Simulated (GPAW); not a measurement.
## SnO: single point with PBE

Crystal: SnO.

```
Sn O
1.0
     3.81370    0.00000    0.00000
     0.00000    3.81370    0.00000
     0.00000    0.00000    4.88691
Sn O
2 2
Direct
  0.50918 0.99567 0.76977
  0.00319 0.50075 0.22490
  0.00685 0.00345 0.99809
  0.49356 0.49563 0.99839
```

The cell is a database's computed one.

The cell isn't the ideal one: atoms moved at random, drawn with an rms of 0.05 Å.

```
Program             : GPAW 26.7.0
Task                : single point
Functional          : PBE
Potentials or basis : GPAW PAW data sets (gpaw-data 1.2.1)
Cutoff              : 800 eV
Basis               : pw
k mesh              : 7 × 7 × 6
Occupations         : fermi-dirac, width 0.05 eV
Spin                : no spin polarisation
Maxiter             : 150
```

```yaml
Pressure: 5.4 GPa
Largest_force: 1.104 eV/Å
Band_gap_on_the_k_mesh: 0.62 eV, indirect (least direct gap 1.93 eV)
```

Forces in eV/Å, atoms in the order of the input:
```
Sn  -0.110  0.049 -1.014
Sn  -0.089 -0.005  1.100
O   -0.196 -0.187 -0.028
O    0.395  0.143 -0.058
```

Stress tensor (GPa, compression positive):
```
 5.32  0.04 -0.16
 0.04  5.21  0.00
-0.16  0.00  5.56
```

Levels at points of the mesh, in eV from the valence-band top:
```tsv
k point	band 17	band 18	band 19	band 20	band 21	band 22	band 23	band 24
(0.00, 0.00, 0.00)	-3.58	-3.41	-3.39	-0.01	1.97	4.06	4.99	5.00
(0.00, 0.00, 0.50)	-3.43	-3.41	-3.14	-2.09	1.52	3.24	3.24	3.70
```

It took 4.1 min on 1 thread of Arm Neoverse V2, with other jobs on the host, peak memory 0.57 GiB.

Caveat: spin-orbit coupling is left out, which moves the levels of the heavy elements; an odd mesh through Γ misses points on the zone boundary, where band edges often lie.
